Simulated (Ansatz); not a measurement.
## How far is PAW off for N?

```
CELL_PARAMETERS angstrom
4.05000 0.00000 0.00000
-2.02500 3.50740 0.00000
0.00000 0.00000 6.60400
ATOMIC_POSITIONS crystal
N 0.33333 0.66667 0.33800
N 0.66667 0.33333 0.83800
N 0.33333 0.66667 0.16200
N 0.66667 0.33333 0.66200
```

Atoms are numbered in the order listed.

The geometry is COD entry 9012476, unchecked; take it as a test cell.

All numbers are computed: DFT, PBE, PAW with Ansatz's default frozen-core files, scalar-relativistic (Ansatz 0.2.0); DFT, PBE, all-electron LAPW, scalar-relativistic (Ansatz 0.2.0).

For PAW: a Γ-centred 9×9×5 k mesh, Fermi–Dirac smearing of 0.03 eV, cutoff 420 eV, no spin polarisation. LAPW targets a basis error of 1 meV/atom. The Ansatz runs share mesh, smearing and spin set-up. Plane-wave (PAW) pressures include the program's estimate of the Pulay term.

Stress and pressure are positive in compression.

Levels count from the top of the valence band.

PAW results:

```tsv
quantity	PAW
pressure (GPa)	-8.35
stress xx (GPa)	0.62
stress zz (GPa)	-26.29
force on N1, z (eV/Å)	-6.892
band gap (eV)	6.042
highest filled level at M (eV)	-0.298
lowest empty level at M (eV)	6.240
highest filled level at L (eV)	-0.654
lowest empty level at L (eV)	6.688
highest filled level at A (eV)	-0.661
lowest empty level at A (eV)	7.126
```

Question: What does all-electron LAPW give for the same quantities?

Answer: 
```json
{"quantity": "pressure (GPa)", "LAPW": "-8.47"}
{"quantity": "stress xx (GPa)", "LAPW": "0.63"}
{"quantity": "stress zz (GPa)", "LAPW": "-26.67"}
{"quantity": "force on N1, z (eV/Å)", "LAPW": "-6.986"}
{"quantity": "band gap (eV)", "LAPW": "6.041"}
{"quantity": "highest filled level at M (eV)", "LAPW": "-0.298"}
{"quantity": "lowest empty level at M (eV)", "LAPW": "6.241"}
{"quantity": "highest filled level at L (eV)", "LAPW": "-0.654"}
{"quantity": "lowest empty level at L (eV)", "LAPW": "6.690"}
{"quantity": "highest filled level at A (eV)", "LAPW": "-0.661"}
{"quantity": "lowest empty level at A (eV)", "LAPW": "7.129"}
```
